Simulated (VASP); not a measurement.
# Re in VASP: a series of runs, part 2 of 2

VASP 6.6.1. Earlier steps stand in the parts before.

## Step 3: Relaxation of the atoms, BLYP

Contents of INCAR:

```
AGGAC = 1.0 ; AGGAX = 1.0
ALDAC = 0.0 ; ALDAX = 1.0
ALGO = Normal ; DIPOL = 0.5 0.5 0.500
EDIFF = 1E-6 ; EDIFFG = -0.005
ENCUT = 520 ; GGA = B5
IBRION = 2 ; IDIPOL = 3
ISIF = 2 ; ISMEAR = -1
LASPH = T ; LCHARG = F
LDIPOL = T ; LREAL = F
LWAVE = F ; NELM = 80
NSW = 60 ; PREC = Accurate
SIGMA = 0.05
```

Contents of KPOINTS:

```
k-points
0
Gamma
  7 7 1
```

Contents of POSCAR:

```
Re
1.0
    2.7930717857      0.0000000000      0.0000000000
    0.0000000000      2.7930717857      0.0000000000
    0.0000000000      0.0000000000     24.8750000000
Re
6
Selective dynamics
Direct
    0.5000000000      0.5000000000      0.3015075377  F F F
    0.0000000000      0.0000000000      0.3809045226  F F F
    0.5000000000      0.5000000000      0.4603015075  F F F
    0.0000000000      0.0000000000      0.5396984925  T T T
    0.5000000000      0.5000000000      0.6190954774  T T T
    0.0000000000      0.0000000000      0.6984924623  T T T
```

Potentials or basis: VASP PAW PBE potentials, release 64 (Re).

Run with:

```sh
$ cat potpaw_PBE.64/Re/POTCAR > POTCAR
$ mpirun -np 1 vasp_std > vasp.out
```

OUTCAR:

```text
EDIFF = 1E-6
   EDIFFG = -0.005
   ENCUT = 520
   GGA = B5
   IBRION = 2
   ISIF = 2
   ISMEAR = -1
   LASPH = T
   LREAL = F
   NELM = 80
   NSW = 60
   PREC = Accurate

 ion  position               nearest neighbor table
   1  0.500  0.500  0.302-   2 2.79   2 2.79   2 2.79   2 2.79
   2  0.000  0.000  0.381-   1 2.79   3 2.79   1 2.79   3 2.79   1 2.79   3 2.79   1 2.79   3 2.79

   3  0.500  0.500  0.460-   2 2.79   2 2.79   2 2.79   2 2.79   4 2.79   4 2.79   4 2.79   4 2.79

   4  0.000  0.000  0.540-   5 2.79   5 2.79   5 2.79   5 2.79   3 2.79   3 2.79   3 2.79   3 2.79

   5  0.500  0.500  0.619-   4 2.79   6 2.79   4 2.79   6 2.79   4 2.79   6 2.79   4 2.79   6 2.79

   6  0.000  0.000  0.698-   5 2.79   5 2.79   5 2.79   5 2.79

  LATTYP: Found a simple tetragonal cell.
 ALAT       =     2.7930717857
 C/A-ratio  =     8.9059651554

  Lattice vectors:

 A1 = (   2.7930717857,   0.0000000000,   0.0000000000)
 A2 = (   0.0000000000,   2.7930717857,   0.0000000000)
 A3 = (   0.0000000000,   0.0000000000,  24.8750000000)

Analysis of symmetry for initial positions (statically):
=====================================================================
 Subroutine PRICEL returns:
 Original cell was already a primitive cell.

 Routine SETGRP: Setting up the symmetry group for a
 simple tetragonal supercell.

 Subroutine GETGRP returns: Found 16 space group operations
 (whereof  8 operations were pure point group operations)
 out of a pool of 16 trial point group operations.

The static configuration has the point symmetry C_4v.
 The point group associated with its full space group is D_4h.

Analysis of symmetry for dynamics (positions and initial velocities):
=====================================================================
 Subroutine PRICEL returns:
 Original cell was already a primitive cell.

 Routine SETGRP: Setting up the symmetry group for a
 simple tetragonal supercell.

 Subroutine GETGRP returns: Found 16 space group operations
 (whereof  8 operations were pure point group operations)
 out of a pool of 16 trial point group operations.

The dynamic configuration has the point symmetry C_4v.
 The point group associated with its full space group is D_4h.

Analysis of constrained symmetry for selective dynamics:
=====================================================================
 Subroutine PRICEL returns:
 Original cell was already a primitive cell.

 Routine SETGRP: Setting up the symmetry group for a
 simple tetragonal supercell.

 Subroutine GETGRP returns: Found  8 space group operations
 (whereof  8 operations were pure point group operations)
 out of a pool of 16 trial point group operations.

The constrained configuration has the point symmetry C_4v.

[... 130 lines left out ...]
--------------------------------------- Ionic step        1  -------------------------------------------

 number of electron      42.0000002 magnetization

 Free energy of the ion-electron system (eV)
  ---------------------------------------------------
  ext. energy  EPLUGINS =         0.00000000
  ---------------------------------------------------
  free energy    TOTEN  =       -61.29008459 eV

  energy without entropy =      -61.22113614  energy(sigma->0) =      -61.25561036

------------------------ aborting loop because EDIFF is reached ----------------------------------------

  FORCE on cell =-STRESS in cart. coord.  units (eV):
  Direction    XX          YY          ZZ          XY          YZ          ZX
  --------------------------------------------------------------------------------------
  -------------------------------------------------------------------------------------
  Total       -2.6999695     -2.6999695     -2.1942316      0.0000000      0.0000000      0.0000000
  in kB      -22.2916467    -22.2916467    -18.1161442      0.0000000      0.0000000      0.0000000
  external PRESSURE =     -20.8998126 kB  Pullay stress =       0.0000000 kB
[... 61 lines left out ...]
  FREE ENERGIE OF THE ION-ELECTRON SYSTEM (eV)
  ---------------------------------------------------
  free  energy   TOTEN  =       -61.3281303226 eV

  energy  without entropy=      -61.2579491977  energy(sigma->0) =      -61.29303976

 dipolmoment           0.000000      0.000000      0.006195 electrons x Angstroem

--------------------------------------- Ionic step        3  -------------------------------------------

 number of electron      42.0000002 magnetization

------------------------ aborting loop EDIFF was not reached (unconverged)  ----------------------------

  FORCE on cell =-STRESS in cart. coord.  units (eV):
  Direction    XX          YY          ZZ          XY          YZ          ZX
  --------------------------------------------------------------------------------------
  -------------------------------------------------------------------------------------
  Total       -1.1740783     -1.1740783     -1.2990595      0.0000000      0.0000000      0.0000000
  in kB       -9.6934939     -9.6934939    -10.7253713      0.0000000      0.0000000      0.0000000
  external PRESSURE =     -10.0374530 kB  Pullay stress =       0.0000000 kB
[... 21 lines left out ...]
  FREE ENERGIE OF THE ION-ELECTRON SYSTEM (eV)
  ---------------------------------------------------
  free  energy   TOTEN  =       -61.3410182610 eV

  energy  without entropy=      -61.2684403508  energy(sigma->0) =      -61.30472931

[... ionic steps 4 to 7 ...]

--------------------------------------- Ionic step        8  -------------------------------------------

 number of electron      42.0000001 magnetization

------------------------ aborting loop because EDIFF is reached ----------------------------------------

 vacuum level on the upper side and lower side of the slab       (xc-potential included)        -0.080         0.040

  FORCE on cell =-STRESS in cart. coord.  units (eV):
  Direction    XX          YY          ZZ          XY          YZ          ZX
  --------------------------------------------------------------------------------------
  -------------------------------------------------------------------------------------
  Total       -1.3653957     -1.3653957     -1.4572206      0.0000000     -0.0000000      0.0000000
  in kB      -11.2730599    -11.2730599    -12.0311905      0.0000000     -0.0000000      0.0000000
  external PRESSURE =     -11.5257701 kB  Pullay stress =       0.0000000 kB
[... 67 lines left out ...]
--------------------------------------- Ionic step       10  -------------------------------------------

 number of electron      42.0000001 magnetization

 dipolmoment           0.000000      0.000000     -0.004486 electrons x Angstroem

 Free energy of the ion-electron system (eV)
  ---------------------------------------------------
  ext. energy  EPLUGINS =         0.00000000
  ---------------------------------------------------
  free energy    TOTEN  =       -61.34179924 eV

  energy without entropy =      -61.26985326  energy(sigma->0) =      -61.30582625

 E-fermi :   1.6311     XC(G=0):  -6.8497

 val. band max:        1.6004332998   @ k =   0.2857   0.2857   0.0000
 cond. band min:       1.6548043128   @ k =   0.4286   0.0000   0.0000
 fundamental gap:      0.0543710131
 Fermi energy:         1.6310521143

 k-point     1 :       0.0000    0.0000    0.0000
  band No.  band energies     occupation
      1      -7.6500      2.00000
      2      -6.7693      2.00000
      3      -5.4219      2.00000
      4      -4.5857      2.00000
      5      -4.2912      2.00000
      6      -4.2143      2.00000
[... 269 lines left out ...]
     24       4.1568      0.00000
     25       4.3683      0.00000

------------------------ aborting loop because EDIFF is reached ----------------------------------------

 vacuum level on the upper side and lower side of the slab       (xc-potential included)        -0.136        -0.017

  FORCE on cell =-STRESS in cart. coord.  units (eV):
  Direction    XX          YY          ZZ          XY          YZ          ZX
  --------------------------------------------------------------------------------------
  -------------------------------------------------------------------------------------
  Total       -1.3951603     -1.3951603     -1.5084634      0.0000000     -0.0000000      0.0000000
  in kB      -11.5188043    -11.5188043    -12.4542641      0.0000000     -0.0000000      0.0000000
  external PRESSURE =     -11.8306243 kB  Pullay stress =       0.0000000 kB
[... 21 lines left out ...]
  FREE ENERGIE OF THE ION-ELECTRON SYSTEM (eV)
  ---------------------------------------------------
  free  energy   TOTEN  =       -61.3417992403 eV

  energy  without entropy=      -61.2698532637  energy(sigma->0) =      -61.30582625

 reached required accuracy - stopping structural energy minimisation

 vacuum level on the upper side and lower side of the slab         5.971         6.092
```

Wall time 20 min (1 thread of Intel Xeon 6975P-C (Granite Rapids), shared host); peak memory 0.34 GiB.

What came out:

* Free energy: -61.3418 eV
* Energy gained by relaxing: 8.6 meV/atom
* Ionic steps: 10
* Band gap on the k mesh: none (metal or under the smearing width)

The path:
| step | energy change (eV) | largest force (eV/Å) | pressure (GPa) |
| --- | --- | --- | --- |
| 1 | 0.0000 | 0.6921 | -2.09 |
| 2 | -0.0380 | 0.6687 | -1.65 |
| 3 | -0.0509 | 0.6619 | -1.00 |
| 4 | -0.0516 | 0.6595 | -1.18 |
| 5 | -0.0517 | 0.6599 | -1.15 |
| 6 | -0.0517 | 0.6617 | -1.14 |
| 7 | -0.0517 | 0.6603 | -1.14 |
| 8 | -0.0517 | 0.6609 | -1.15 |
| 9 | -0.0517 | 0.6619 | -1.17 |
| 10 | -0.0517 | 0.6615 | -1.18 |

Final structure:
```
Re
1.0
     2.79307    0.00000    0.00000
     0.00000    2.79307    0.00000
     0.00000    0.00000   24.87500
Re
6
Direct
  0.50000 0.50000 0.30151
  0.00000 0.00000 0.38090
  0.50000 0.50000 0.46030
  0.00000 0.00000 0.54077
  0.50000 0.50000 0.62182
  0.00000 0.00000 0.69606
```

Caveat: the PAW data sets were made with another functional, which shifts forces and pressure a little.

## Step 4: Relaxation of the atoms, PW91

Contents of INCAR:

```
ALGO = Normal ; DIPOL = 0.5 0.5 0.500
EDIFF = 1E-6 ; EDIFFG = -0.005
ENCUT = 520 ; GGA = 91
IBRION = 2 ; IDIPOL = 3
ISIF = 2 ; ISMEAR = -1
LASPH = T ; LCHARG = F
LDIPOL = T ; LREAL = F
LWAVE = F ; NELM = 80
NSW = 60 ; PREC = Accurate
SIGMA = 0.05
```

KPOINTS is that of step 3.

POSCAR is that of step 3.

Potentials or basis: VASP PAW PBE potentials, release 64 (Re).

Run with:

```sh
$ cat potpaw_PBE.64/Re/POTCAR > POTCAR
$ mpirun -np 1 vasp_std > vasp.out
```

OUTCAR:

```text
EDIFF = 1E-6
   EDIFFG = -0.005
   ENCUT = 520
   GGA = 91
   IBRION = 2
   ISIF = 2
   ISMEAR = -1
   LASPH = T
   LREAL = F
   NELM = 80
   NSW = 60
   PREC = Accurate

 ion  position               nearest neighbor table
   1  0.500  0.500  0.302-   2 2.79   2 2.79   2 2.79   2 2.79
   2  0.000  0.000  0.381-   1 2.79   3 2.79   1 2.79   3 2.79   1 2.79   3 2.79   1 2.79   3 2.79

   3  0.500  0.500  0.460-   2 2.79   2 2.79   2 2.79   2 2.79   4 2.79   4 2.79   4 2.79   4 2.79

   4  0.000  0.000  0.540-   5 2.79   5 2.79   5 2.79   5 2.79   3 2.79   3 2.79   3 2.79   3 2.79

   5  0.500  0.500  0.619-   4 2.79   6 2.79   4 2.79   6 2.79   4 2.79   6 2.79   4 2.79   6 2.79

   6  0.000  0.000  0.698-   5 2.79   5 2.79   5 2.79   5 2.79

  LATTYP: Found a simple tetragonal cell.
[... 409 lines left out ...]
  energy without entropy =      -69.88157366  energy(sigma->0) =      -69.91723454

 E-fermi :   1.1671     XC(G=0):  -7.2564

 val. band max:        1.1667479043   @ k =   0.2857   0.2857   0.0000
 cond. band min:       1.1675975063   @ k =   0.2857   0.0000   0.0000
 fundamental gap:      0.0008496019
 Fermi energy:         1.1671335564

 k-point     1 :       0.0000    0.0000    0.0000
  band No.  band energies     occupation
      1      -8.3602      2.00000
      2      -7.4017      2.00000
      3      -6.0338      2.00000
      4      -5.2586      2.00000
      5      -4.8824      2.00000
      6      -4.7591      2.00000
[... 269 lines left out ...]
     24       3.7852      0.00000
     25       3.8462      0.00000

------------------------ aborting loop because EDIFF is reached ----------------------------------------

 vacuum level on the upper side and lower side of the slab       (xc-potential included)        -0.078         0.113

  FORCE on cell =-STRESS in cart. coord.  units (eV):
  Direction    XX          YY          ZZ          XY          YZ          ZX
  --------------------------------------------------------------------------------------
  -------------------------------------------------------------------------------------
  Total       -5.8236401     -5.8236401     -3.6941586      0.0000000      0.0000000      0.0000000
  in kB      -48.0814800    -48.0814800    -30.4999296      0.0000000      0.0000000      0.0000000
  external PRESSURE =     -42.2209632 kB  Pullay stress =       0.0000000 kB
[... 21 lines left out ...]
  FREE ENERGIE OF THE ION-ELECTRON SYSTEM (eV)
  ---------------------------------------------------
  free  energy   TOTEN  =       -69.9528954272 eV

  energy  without entropy=      -69.8815736572  energy(sigma->0) =      -69.91723454

 reached required accuracy - stopping structural energy minimisation

 vacuum level on the upper side and lower side of the slab         5.925         6.117
```

It took 11 min on 1 thread of Intel Xeon 6975P-C (Granite Rapids), shared host; peak memory 0.34 GiB.

What came out:

```yaml
Free_energy: -69.9529 eV
Energy_gained_by_relaxing: 24.6 meV/atom
Ionic_steps: 15
Band_gap_on_the_k_mesh: none (metal or under the smearing width)
```

The path:
| step | energy change (eV) | largest force (eV/Å) | pressure (GPa) |
| --- | --- | --- | --- |
| 1 | 0.0000 | 1.3213 | -7.57 |
| 2 | -0.0906 | 1.2927 | -6.70 |
| 3 | -0.1178 | 1.2987 | -5.46 |
| 4 | -0.1200 | 1.2951 | -5.80 |
| 5 | -0.1201 | 1.2951 | -5.75 |
| 6 | -0.1262 | 1.2966 | -5.53 |
| 7 | -0.1395 | 1.2966 | -5.00 |
| 8 | -0.1421 | 1.3068 | -3.92 |
| 9 | -0.1451 | 1.3014 | -4.42 |
| 10 | -0.1460 | 1.3330 | -4.02 |
| 11 | -0.1475 | 1.3165 | -4.21 |
| 12 | -0.1475 | 1.3180 | -4.21 |
| 13 | -0.1475 | 1.3137 | -4.28 |
| 14 | -0.1476 | 1.3162 | -4.23 |
| 15 | -0.1476 | 1.3168 | -4.22 |

Final structure:
```
Re
1.0
     2.79307    0.00000    0.00000
     0.00000    2.79307    0.00000
     0.00000    0.00000   24.87500
Re
6
Direct
  0.50000 0.50000 0.30151
  0.00000 0.00000 0.38090
  0.50000 0.50000 0.46030
  0.00000 0.00000 0.53804
  0.50000 0.50000 0.61768
  0.00000 0.00000 0.68942
```

Levels at points of the mesh, in eV from the Fermi level:
| k point | band 17 | band 18 | band 19 | band 20 | band 21 | band 22 | band 23 | band 24 | band 25 |
| --- | --- | --- | --- | --- | --- | --- | --- | --- | --- |
| (0.00, 0.00, 0.00) | -1.15 | -1.05 | -0.24 | -0.14 | -0.14 | 0.06 | 0.88 | 1.07 | 1.28 |

Caveat: the PAW data sets were made with another functional, which shifts forces and pressure a little.

## Step 5: The runs side by side

```tsv
level	gap on the mesh (eV)
revPBE	none
BLYP	none
PW91	none
```

Alike in all rows: task relaxation of the atoms; potentials or basis VASP PAW PBE potentials, release 64 (Re); no spin polarisation; cell atoms relaxed; k mesh 7 × 7 × 1; cutoff (eV) 520; smearing fermi-dirac 0.05 eV.

Caveats: the PAW data sets were made with another functional, which shifts forces and pressure a little.

Absolute energies hang on the potentials; compare differences alone.
